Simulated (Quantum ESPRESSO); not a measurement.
## NiO2 under changes of volume

One of the cells (10.443 Å³/atom); the others are scaled copies at fixed shape and fractional positions:

```
CELL_PARAMETERS angstrom
2.79878 0.00000 0.00000
-1.39939 2.42382 0.00000
0.00000 0.00000 4.61827
ATOMIC_POSITIONS crystal
Ni 0.00000 0.00000 0.50000
O 0.33333 0.66667 0.29396
O 0.66667 0.33333 0.70604
```

The cell comes from a database or a generator and needn't be the stable form of this composition.

```yaml
Program: Quantum ESPRESSO 7.5
Functional: PBEsol
Potentials_or_basis: GBRV 1.5 PBEsol
Cutoff: 612 eV
Density_cutoff: 4898 eV
k_mesh: 11 × 11 × 6
Occupations: fermi-dirac, width 0.05 eV
Spin: collinear spin, ferromagnetic start
Starting_moments: "[1.0, 0.0, 0.0] μB"
```

```tsv
volume (Å³/atom)	energy over the lowest point (meV/atom)	pressure (GPa)	gap on the mesh (eV)
9.816	12.13	9.3	0.99
10.025	2.99	4.3	0.97
10.234	0.00	-0.2	0.95
10.443	2.50	-4.1	0.92
10.652	9.88	-7.6	0.90
10.861	?	?	?
11.070	37.27	-13.6	0.86
```

Q: What does the run at 10.861 Å³/atom give?

A: Energy over the lowest point 21.63 meV/atom; pressure -10.8 GPa; gap on the mesh 0.88 eV.

Worked out: A Birch-Murnaghan fit of order 3 (a polynomial in V^(-2/3)) to the other rows has its minimum at 10.24 Å³/atom with B0 = V·E''(V) = 205 GPa and B' = 4.6 at fixed shape and positions, which overstates the stiffness. It gives 21.63 meV/atom at 10.861 Å³/atom, against the run's 21.63, and -dE/dV = -10.6 GPa, against -10.8. A straight line through the other rows of the gap, of slope -1.11 eV per unit of ln V, gives 0.88 eV, against the run's 0.88.

Energies are extrapolated to zero smearing.

Caveats: an odd mesh through Γ misses points on the zone boundary, where band edges often lie.
